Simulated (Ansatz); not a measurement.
Not every guess gives a structure. This one for Ag was tried:

Recipe of this trial structure of Ag: random cell by space group and Wyckoff sites (Pmmm, No. 47). Its size is a rough estimate.

```
Ag
1.0
     1.16463    0.00000    0.00000
     0.00000    2.86925    0.00000
     0.00000    0.00000    3.72695
Ag
1
Direct
  0.50000 0.00000 0.50000
```

Level of theory: DFT PBE, scalar-relativistic, plane waves, PAW (Ansatz 0.2.0).

Input of a coarse relaxation:

```yaml
crystal:
  lattice:
    - [1.1646314, 0.0, 0.0]
    - [0.0, 2.86924797, 0.0]
    - [0.0, 0.0, 3.72695327]
  atoms:
    - { symbol: Ag, position: [0.5, 0.0, 0.5] }
basis:
  ecutwfc: 420
kpoints:
  mp_grid: { grid: [14, 6, 6] }
hamiltonian:
  xc: pbe
scf:
  occupations: { method: gaussian, width: 0.1 }
  lower_state_search: "off"
output:
  forces: true
  stress: true
  eigenvalues: true
relax:
  adjacent_minimum: "off"
  f_tol: 0.04
  max_steps: 70
  cell: { stress_tol: 0.4 }
```

```bash
ansatz run input.yaml --threads 1 --pin off --max-ram 2560MiB --backend cpu --events-out ev --progress --plain --runs-dir out
```

Last lines of the log:

```
SCF iter   3: F=—  HF=-7440.980252 eV  |F-HF|=—  |Δ(HF+E_count)|=   4.68e-2  Δρ=1.35e-1  dr2=2.71e0  ethr=1.77e-3  ⟨swp⟩=3.8  Hψ=4659  notcnv=0  defer=88
SCF iter   4: F=—  HF=-7440.427583 eV  |F-HF|=—  |Δ(HF+E_count)|=   5.53e-1  Δρ=5.51e-2  dr2=4.53e-1  ethr=1.77e-3  ⟨swp⟩=3.1  Hψ=3888  notcnv=0  defer=90
SCF iter   5: F=—  HF=-7440.339646 eV  |F-HF|=—  |Δ(HF+E_count)|=   8.79e-2  Δρ=1.02e-2  dr2=1.44e-2  ethr=1.77e-3  ⟨swp⟩=3.0  Hψ=2955  notcnv=0  defer=83
SCF iter   6: F=—  HF=-7440.338289 eV  |F-HF|=—  |Δ(HF+E_count)|=   1.36e-3  Δρ=8.25e-3  dr2=8.30e-3  ethr=7.56e-5  ⟨swp⟩=2.3  Hψ=2450  notcnv=0  defer=83
SCF iter   7: F=—  HF=-7440.337168 eV  |F-HF|=—  |Δ(HF+E_count)|=   1.12e-3  Δρ=5.81e-3  dr2=1.90e-3  ethr=4.37e-5  ⟨swp⟩=1.6  Hψ=1908  notcnv=0  defer=83
SCF iter   8: F=—  HF=-7440.337382 eV  |F-HF|=—  |Δ(HF+E_count)|=   2.14e-4  Δρ=5.30e-3  dr2=2.74e-3  ethr=1.00e-5  ⟨swp⟩=1.0  Hψ=1824  notcnv=0  defer=83
SCF iter   9: F=—  HF=-7440.337056 eV  |F-HF|=—  |Δ(HF+E_count)|=   3.26e-4  Δρ=1.98e-3  dr2=3.72e-4  ethr=1.00e-5  ⟨swp⟩=1.0  Hψ=1708  notcnv=0  defer=83
SCF iter  10: F=—  HF=-7440.337009 eV  |F-HF|=—  |Δ(HF+E_count)|=   4.68e-5  Δρ=4.53e-4  dr2=1.72e-5  ethr=1.96e-6  ⟨swp⟩=1.0  Hψ=1783  notcnv=0  defer=83
SCF iter  11: F=—  HF=-7440.336548 eV  |F-HF|=—  |Δ(HF+E_count)|=   4.62e-4  Δρ=1.23e-4  dr2=3.77e-7  ethr=9.03e-8  ⟨swp⟩=1.7  Hψ=2120  notcnv=0  defer=82
SCF iter  12: F=—  HF=-7440.336548 eV  |F-HF|=—  |Δ(HF+E_count)|=   2.30e-7  Δρ=7.29e-5  dr2=7.34e-7  ethr=5.26e-10  ⟨swp⟩=8.9  Hψ=10126  notcnv=0
SCF iter  13: F=-7440.336548 eV  HF=-7440.336548 eV  |F-HF|=1.50e-8  |Δ(HF+E_count)|=   6.96e-8  Δρ=2.22e-5  dr2=3.36e-8  ethr=5.26e-10  ⟨swp⟩=3.3  Hψ=5970  notcnv=0
Error: refused after 13 iterations: one_centre_occupation = 2.66e0 (threshold 2.00e0); read on the Ag atom at site 0 (counted from 0), in its partial waves of l = 1. The loop had accepted its state. The figure is how many electrons the atom's PAW partial-wave expansion lays in one spin orbital insid
```

Task: Why is there no result?

Result: The SCF loop converged, but the program refused the state. The PAW expansion on Ag put 2.66 electrons into one spin orbital, where the Pauli principle allows one. The run has most likely filled a ghost state of the dataset, or the PAW spheres overlap too strongly; at the start of this run the shortest distance is 1.16 Å. No property of the compound can be read from it.

Time: 5.9 s on 1 thread of Intel(R) Xeon(R) Processor @ 2.50GHz (Skylake/Cascade Lake), on a shared host, peak memory 0.28 GiB.
